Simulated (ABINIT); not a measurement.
# Yb (Im-3m) in ABINIT: equation of state

Aim: energy against volume of Yb in PBE, for its equilibrium volume and stiffness.

All numbers are computed with ABINIT 10.8.3 (patched build); they aren't measurements. Logs are shortened: lines on timing, memory, paths and dates and some standing lists are left out, and cuts for length are marked. The log counts tension as positive stress, the text compression.

### Step 1. The structure

Symmetry: Im-3m, No. 229, cubic system. The conventional cell has a = 4.303 Å, b = 4.303 Å, c = 4.303 Å, α = 90.00°, β = 90.00°, γ = 90.00°. Yb (site symmetry m-3m) is surrounded by 8 Yb at 3.73 Å.

This isn't the form of Yb at room conditions, which is fcc.

### Step 2. Equation of state, PBE, collinear spin, ferromagnetic start

File run.abi:

```
# Datasets: one volume each
ndtset 7
getwfk -1
scalecart1 3*0.9795861087
scalecart2 3*0.9864848297
scalecart3 3*0.9932883884
scalecart4 3*1.0000000000
scalecart5 3*1.0066227096
scalecart6 3*1.0131594038
scalecart7 3*1.0196128224

# Pseudopotentials
pp_dirpath "./"
pseudos "Yb.GGA_PBE-JTH.xml"

# Structure
acell 3.7264778676 3.7264778676 3.7264778676 Angstrom
rprim
    -0.5773502692     0.5773502692     0.5773502692
     0.5773502692    -0.5773502692     0.5773502692
     0.5773502692     0.5773502692    -0.5773502692
ntypat 1
znucl 70
natom 1
typat 1
xred
     0.0000000000     0.0000000000     0.0000000000

# Plane-wave basis
ecut 544.227725 eV
pawecutdg 40.0

# k points
kptopt 1
ngkpt 9 9 9
nshiftk 1
shiftk 0.0 0.0 0.0

# Exchange and correlation
ixc 11

# Bands and occupations
nband 20
occopt 3
tsmear 0.05 eV

# Spin
nsppol 2
spinat
     0.0000000000     0.0000000000     1.0000000000

# SCF cycle
nstep 100
tolvrs 1.0e-9

# Output
iomode 3
prtwf 1
prtden 0
prteig 0
prtebands 0
enunit 1
```

Potentials or basis: JTH PAW PBE v2.0.

The run is started by

```bash
$ abinit run.abi > log 2>&1
```

run.abo:

```text
.Version 10.8.3 of ABINIT
 DATASET    1 : space group Im -3 m (#229); Bravais cI (body-center cubic)
================================================================================
 Values of the parameters that define the memory need for DATASET  1.
     intxc =       0    ionmov =       0      iscf =      17    lmnmax =      32
     lnmax =       8     mgfft =      30  mpssoang =       4    mqgrid =    3001
     natom =       1  nloc_mem =       2    nspden =       2   nspinor =       1
    nsppol =       2      nsym =      48    n1xccc =       1    ntypat =       1
    occopt =       3   xclevel =       2
       mpw =        1100          nfft =       27000          nkpt =          35
 PAW method is used; the additional fine FFT grid is defined by:
   mgfftf=        40    nfftf =     64000
================================================================================
================================================================================
[... 71 lines left out ...]
 DATASET    7 : space group Im -3 m (#229); Bravais cI (body-center cubic)
================================================================================
 Values of the parameters that define the memory need for DATASET  7.
     intxc =       0    ionmov =       0      iscf =      17    lmnmax =      32
     lnmax =       8     mgfft =      30  mpssoang =       4    mqgrid =    3001
     natom =       1  nloc_mem =       2    nspden =       2   nspinor =       1
    nsppol =       2      nsym =      48    n1xccc =       1    ntypat =       1
    occopt =       3   xclevel =       2
       mpw =        1240          nfft =       27000          nkpt =          35
 PAW method is used; the additional fine FFT grid is defined by:
   mgfftf=        45    nfftf =     91125
================================================================================
================================================================================

--------------------------------------------------------------------------------
------------- Echo of variables that govern the present computation ------------
--------------------------------------------------------------------------------
 -outvars: echo values of preprocessed input variables --------
            acell      7.0420225840E+00  7.0420225840E+00  7.0420225840E+00 Bohr
              amu      1.73040000E+02
             ecut      2.00000000E+01 Hartree
           enunit           1
           getwfk          -1
              ixc          11
           jdtset        1    2    3    4    5    6    7
         kptrlatt        9    0    0      0    9    0      0    0    9
          kptrlen1     6.20844075E+01
          kptrlen2     6.25216360E+01
          kptrlen3     6.29528334E+01
          kptrlen4     6.33782033E+01
          kptrlen5     6.37979387E+01
[... 119 lines left out ...]
tolerances: {tolvrs: 1.00E-09, }
...

     iter   Etot(hartree)      deltaE(h)  residm     nres2   difmagsph maxmagsph
 ETOT  1  -246.73825631979    -2.467E+02 1.003E+01 2.642E+02 6.425E-01 6.425E-01
 ETOT  2  -252.44905539058    -5.711E+00 2.441E-01 3.942E+02 1.922E-01 4.502E-01
 ETOT  3  -248.84901388453     3.600E+00 5.984E-01 1.316E+02 4.194E-01 3.081E-02
 ETOT  4  -248.56261088357     2.864E-01 1.268E-01 8.052E+01 2.011E-02 1.070E-02
 ETOT  5  -248.18263842541     3.800E-01 9.174E-02 4.270E+01 1.502E-02 4.317E-03
 ETOT  6  -247.94524751039     2.374E-01 1.045E-01 1.237E+01 3.905E-03 8.222E-03
 ETOT  7  -248.28625490865    -3.410E-01 1.359E+00 3.580E+02 1.900E-01 1.983E-01
 ETOT  8  -248.26356237589     2.269E-02 6.544E-02 3.962E+02 5.001E-01 6.983E-01
 ETOT  9  -247.88940575952     3.742E-01 1.456E+00 4.581E+00 6.996E-01 1.274E-03
 ETOT 10  -247.88447498317     4.931E-03 8.093E-03 3.073E+00 1.089E-02 1.216E-02
[... 43 further cycles ...]
 ETOT 54  -247.86150633328     2.851E-07 1.457E-06 1.313E-04 4.019E-03 4.137E-03
 ETOT 55  -247.86150665867    -3.254E-07 1.684E-06 9.674E-06 2.832E-03 1.305E-03
 ETOT 56  -247.86150672819    -6.952E-08 9.053E-07 2.967E-06 1.188E-03 1.162E-04
 ETOT 57  -247.86150676438    -3.619E-08 1.703E-07 7.670E-06 2.100E-04 9.381E-05
 ETOT 58  -247.86150675382     1.056E-08 2.493E-07 2.170E-07 4.771E-05 4.610E-05
 ETOT 59  -247.86150675569    -1.864E-09 6.853E-08 8.299E-08 3.143E-05 1.467E-05
 ETOT 60  -247.86150675575    -6.420E-11 7.388E-08 5.220E-08 1.836E-05 3.689E-06
 ETOT 61  -247.86150675571     4.664E-11 2.688E-08 7.322E-09 1.054E-05 6.855E-06
 ETOT 62  -247.86150675572    -1.066E-11 1.960E-08 2.344E-09 5.542E-06 1.314E-06
 ETOT 63  -247.86150675571     4.064E-12 2.274E-08 5.055E-11 4.043E-07 9.094E-07
[... 1377 lines left out ...]
-Cartesian components of stress tensor (GPa)         [Pressure= -3.4372E+00 GPa]
- sigma(1 1)=  3.43720417E+00  sigma(3 2)=  0.00000000E+00
- sigma(2 2)=  3.43720417E+00  sigma(3 1)=  0.00000000E+00
- sigma(3 3)=  3.43720417E+00  sigma(2 1)=  0.00000000E+00

== END DATASET(S) ==============================================================
================================================================================

 -outvars: echo values of variables after computation  --------
            acell      7.0420225840E+00  7.0420225840E+00  7.0420225840E+00 Bohr
           etotal1    -2.4786150676E+02
           etotal2    -2.4786111374E+02
           etotal3    -2.4786066843E+02
           etotal4    -2.4786016924E+02
           etotal5    -2.4785963503E+02
           etotal6    -2.4785906111E+02
           etotal7    -2.4785845435E+02
            fcart1    -0.0000000000E+00 -0.0000000000E+00 -0.0000000000E+00
            fcart2    -0.0000000000E+00 -0.0000000000E+00 -0.0000000000E+00
            fcart3    -0.0000000000E+00 -0.0000000000E+00 -0.0000000000E+00
            fcart4    -0.0000000000E+00 -0.0000000000E+00 -0.0000000000E+00
            fcart5    -0.0000000000E+00 -0.0000000000E+00 -0.0000000000E+00
            fcart6    -0.0000000000E+00 -0.0000000000E+00 -0.0000000000E+00
            fcart7    -0.0000000000E+00 -0.0000000000E+00 -0.0000000000E+00
            rprim1    -5.6556430356E-01  5.6556430356E-01  5.6556430356E-01
                       5.6556430356E-01 -5.6556430356E-01  5.6556430356E-01
                       5.6556430356E-01  5.6556430356E-01 -5.6556430356E-01
[... 17 lines left out ...]
                       5.8867373749E-01  5.8867373749E-01 -5.8867373749E-01
           strten1     6.9676648561E-05  6.9676648561E-05  6.9676648561E-05
                       0.0000000000E+00  0.0000000000E+00  0.0000000000E+00
           strten2     7.9221996105E-05  7.9221996105E-05  7.9221996105E-05
                       0.0000000000E+00  0.0000000000E+00  0.0000000000E+00
           strten3     8.8662293638E-05  8.8662293638E-05  8.8662293638E-05
                       0.0000000000E+00  0.0000000000E+00  0.0000000000E+00
           strten4     9.6941012439E-05  9.6941012439E-05  9.6941012439E-05
                       0.0000000000E+00  0.0000000000E+00  0.0000000000E+00
           strten5     1.0437855707E-04  1.0437855707E-04  1.0437855707E-04
                       0.0000000000E+00  0.0000000000E+00  0.0000000000E+00
           strten6     1.1127507033E-04  1.1127507033E-04  1.1127507033E-04
                       0.0000000000E+00  0.0000000000E+00  0.0000000000E+00
           strten7     1.1682819524E-04  1.1682819524E-04  1.1682819524E-04
                       0.0000000000E+00  0.0000000000E+00  0.0000000000E+00
 Calculation completed.
```

Wall time 17 min (1 thread of Arm Neoverse V1, shared host); peak memory 0.21 GiB.

What came out:

| Property | Result |
| --- | --- |
| Equilibrium volume | 33.97 Å³/atom (rough: see the caveat) |
| Bulk modulus | 25 GPa (rough) |

Energy against volume, from the lowest point:
```tsv
volume (Å³/atom)	energy (meV/atom)
37.446	0.00
38.242	10.69
39.039	22.81
39.836	36.40
40.633	50.93
41.429	66.55
42.226	83.06
```

Caveat: pressures at fixed basis lie under the slope of the energies; the minimum lies outside the volumes run. The state reached can hang on the start; a lower one may exist.
